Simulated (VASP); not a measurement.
A run of VASP 6.6.1 is set up as follows.

The input INCAR:

```
SYSTEM = Ca
PREC     = Accurate       ! precision mode
ENCUT    = 520            ! plane-wave cutoff, eV
EDIFF    = 1E-6           ! SCF threshold, eV
ISMEAR   = 0              ! smearing method
SIGMA    = 0.1            ! smearing width, eV
LREAL    = .FALSE.        ! projectors in reciprocal space
LASPH    = .TRUE.         ! aspherical terms in the spheres
NELM     = 80             ! most SCF steps
ALGO     = Fast           ! electronic algorithm
ISIF     = 2              ! what is computed and relaxed
LWAVE    = .FALSE.        ! write WAVECAR
LCHARG   = .FALSE.        ! write CHGCAR
GGA      = PS             ! functional
NBANDS   = 17             ! bands
```

KPOINTS

```
regular mesh
0
G
  10 10 10
  0 0 0
```

The input POSCAR:

```
Ca
1.0
    4.5871716961      0.0000000000      0.0000000000
    0.0000000000      4.5871716961      0.0000000000
    0.0000000000      0.0000000000      4.1510700690
Ca
2
Direct
    0.0000000000      0.0000000000      0.5000000000
    0.5000000000      0.5000000000      0.0000000000
```

Potentials or basis: VASP PAW PBE potentials, release 64 (Ca_sv).

Launch:

```console
$ cat potpaw_PBE.64/Ca_sv/POTCAR > POTCAR
$ mpirun -np 1 vasp_std > vasp.out
```

What does it give for the pressure?

-1.2 GPa.

What does it give for the band gap on the k mesh?

None (metal or under the smearing width).

Stress tensor (GPa, compression positive):
```
-1.27  0.00  0.00
 0.00 -1.27  0.00
 0.00  0.00 -1.01
```

Caveat: the PAW data sets were made with another functional, which shifts forces and pressure a little.
